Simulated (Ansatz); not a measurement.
## Stiffness of CdS from strained cells

```yaml
crystal:
  lattice:
    - [0.00000, 2.94295, 2.94295]
    - [2.94295, 0.00000, 2.94295]
    - [2.94295, 2.94295, 0.00000]
  atoms:
    - { symbol: Cd, position: [0.00000, 0.00000, 0.00000] }
    - { symbol: S, position: [0.75000, 0.75000, 0.75000] }
```

Atom numbers follow the list: Cd1, S2.

The cell is the one relaxed in the Materials Project (mp-2469), not relaxed further here; entries there can be hypothetical.

Theory: DFT, PBEsol, all-electron LAPW, scalar-relativistic (Ansatz 0.2.0).

Numerical set-up: a Γ-centred 7×7×7 k mesh, Fermi–Dirac smearing of 0.02 eV, basis error target 0.5 meV/atom, no spin polarisation.

The unstrained cell is at -1.78 GPa. Large strains and very small stresses are left out. Each strain is applied once, with fractional coordinates held (clamped ions), and σ below is the change of stress, positive in tension. One finite strain gives stress–strain coefficients at this pressure with an error of the order of the strain times third-order constants, a few per cent for each per cent of strain.

Task: With equal xy, yz and zx engineering shear strains of +1 %, the run gives σxy = 0.46 GPa and γxy = 2εxy = 0.0100. Which stiffness follows?

Result: C44 (clamped ions) = σxy/γxy = 46 GPa.

Task: With equal xy, yz and zx engineering shear strains of -1 %, the run gives σxy = -0.49 GPa and γxy = 2εxy = -0.0100. Which stiffness follows?

Result: C44 (clamped ions) = σxy/γxy = 49 GPa.

Task: The two estimates of C44 (clamped ions) differ. Why, and which value is best?

Result: Finite strains add third-order terms, which change sign with the strain; interpolating the two linearly to zero strain gives 47 GPa, the better value.
